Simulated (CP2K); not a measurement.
HfO2:

```
Hf O
1.0
     3.61685    0.00000    0.00000
     0.00000    3.61685    0.00000
     0.00000    0.00000    5.11500
Hf O
2 4
Direct
  0.55073 0.53144 0.51909
  0.00068 0.98638 0.02914
  0.98484 0.47138 0.71777
  0.49530 0.02427 0.24761
  0.00600 0.49682 0.26035
  0.46245 0.98971 0.72604
```

The cell isn't the ideal one: all atoms moved at random.

Base run:

| Quantity | Value |
| --- | --- |
| Program | CP2K 2026.2 |
| Functional | PBE |
| Potentials or basis | GTH_POTENTIALS Hf GTH-PBE-q12, O GTH-PBE-q6; DZVP-MOLOPT-SR-GTH basis |
| Density cutoff | 8163 eV |
| k mesh | 6 × 6 × 4 |
| Occupations | fermi-dirac, width 0.05 eV |
| Spin | no spin polarisation |
| Hubbard terms | Hf d U = 4.0 eV |

Its results: band gap on the k mesh 4.46 eV, direct; largest force 4.476 eV/Å.

Task: The run is repeated on the same cell with these changes: hubbard terms from Hf d U = 4.0 eV to none. What comes out?

Result: Band gap on the k mesh 3.27 eV, direct; largest force 4.051 eV/Å.

The U term pushes filled and empty states of the shell apart.

Caveats: spin-orbit coupling is left out, which moves the levels of the heavy elements; the basis of atomic orbitals isn't converged, which shifts pressures, moduli and gaps; forces of over 1 eV/Å show positions far from the minimum, so gaps and moduli don't describe the material at rest; this program's U acts on Mulliken populations of all basis functions of the shell, so it isn't the U of plane-wave codes (some runs); energies scatter by some meV and the pressure isn't listed (some runs).

A k mesh can miss the band edges.
